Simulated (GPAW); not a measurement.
TaN:

```
Ta N
1.0
     0.00000    2.21132    2.21132
     2.21132    0.00000    2.21132
     2.21132    2.21132    0.00000
Ta N
1 1
Cartesian
  2.2113 2.2113 2.2113
  0.0000 0.0000 0.0000
```

The cell comes from a database or a generator and needn't be the stable form of this composition.

| Item | Value |
| --- | --- |
| Program | GPAW 26.7.0 |
| Task | relaxation of cell and atoms |
| Functional | PBEsol |
| Dispersion | D3 |
| Potentials or basis | PAW data sets generated in the run's folder for this functional |
| Cutoff | 800 eV |
| Basis | pw |
| k mesh | 10 × 10 × 10 |
| Occupations | fermi-dirac, width 0.05 eV |
| Spin | no spin polarisation |

At the start: pressure -16.7 GPa; volume 10.81 Å³/atom.

Problem. How do energy, volume and symmetry change on relaxing?

Solution. Over 4 steps the energy falls by 26.7 meV/atom and the volume is 10.29 Å³/atom (-4.9 %); space group Fm-3m (No. 225, to 0.05 Å).

The path:
| step | energy change (eV) | largest force (eV/Å) | pressure (GPa) | volume (Å³) |
| --- | --- | --- | --- | --- |
| 1 | 0.0000 | 0.0000 | -16.75 | 21.63 |
| 2 | -0.0400 | 0.0000 | -9.10 | 21.11 |
| 3 | -0.0533 | 0.0000 | 0.62 | 20.54 |
| 4 | -0.0535 | 0.0000 | -0.02 | 20.57 |

Final structure:
```
CELL_PARAMETERS angstrom
0.00000 2.17486 2.17486
2.17486 0.00000 2.17486
2.17486 2.17486 0.00000
ATOMIC_POSITIONS crystal
Ta 0.50000 0.50000 0.50000
N 0.00000 0.00000 0.00000
```

Caveat: later steps reuse the first step's grids; pairwise dispersion overbinds metals, which lowers pressure and volume.
